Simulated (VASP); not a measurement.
**BN: single point with PBE+D3(BJ)**

The system is BN.

```
B N
1.0
     2.51080    0.00000    0.00000
    -1.25540    2.17441    0.00000
     0.00000    0.00000    7.25023
B N
2 2
Cartesian
  0.0000 1.4496 1.8126
  1.2554 0.7248 5.4377
  0.0000 1.4496 5.4377
  1.2554 0.7248 1.8126
```

| Quantity | Value |
| --- | --- |
| Program | VASP 6.6.1 |
| Task | single point |
| Functional | PBE |
| Dispersion | D3(BJ) |
| Potentials or basis | VASP PAW PBE potentials, release 64 (B, N) |
| Cutoff | 520 eV |
| k mesh | 12 × 12 × 4 |
| Occupations | gaussian, width 0.02 eV |
| Spin | no spin polarisation |
| Dipole correction | no |
| Further INCAR settings | ALGO = Normal; EDIFF = 1e-07; NBANDS = 16 |

| Property | Result |
| --- | --- |
| Pressure | -1.5 GPa |
| Band gap on the k mesh | 4.39 eV, indirect (least direct gap 4.64 eV) |
| Dispersion energy per atom | -0.126 eV |

Stress tensor (GPa, compression positive):
```
-1.35  0.00  0.00
 0.00 -1.35  0.00
 0.00  0.00 -1.65
```

Levels at points of the mesh, in eV from the valence-band top:
| k point | band 6 | band 7 | band 8 | band 9 | band 10 | band 11 |
| --- | --- | --- | --- | --- | --- | --- |
| (0.00, 0.00, 0.00) | -1.34 | -1.33 | -1.33 | 4.81 | 9.27 | 11.51 |
| (0.50, 0.00, 0.00) | -4.10 | -1.21 | -0.60 | 4.39 | 5.31 | 9.42 |
| (0.00, 0.00, 0.50) | -1.34 | -1.34 | -1.34 | 6.71 | 6.71 | 11.54 |
| (0.50, 0.00, 0.50) | -4.11 | -0.90 | -0.90 | 4.74 | 4.74 | 9.77 |

It took 33 s on 1 thread of Intel(R) Xeon(R) Platinum 8259CL CPU @ 2.50GHz (Skylake/Cascade Lake) (shared host), peak memory 0.18 GiB.

A k mesh can miss the band edges.
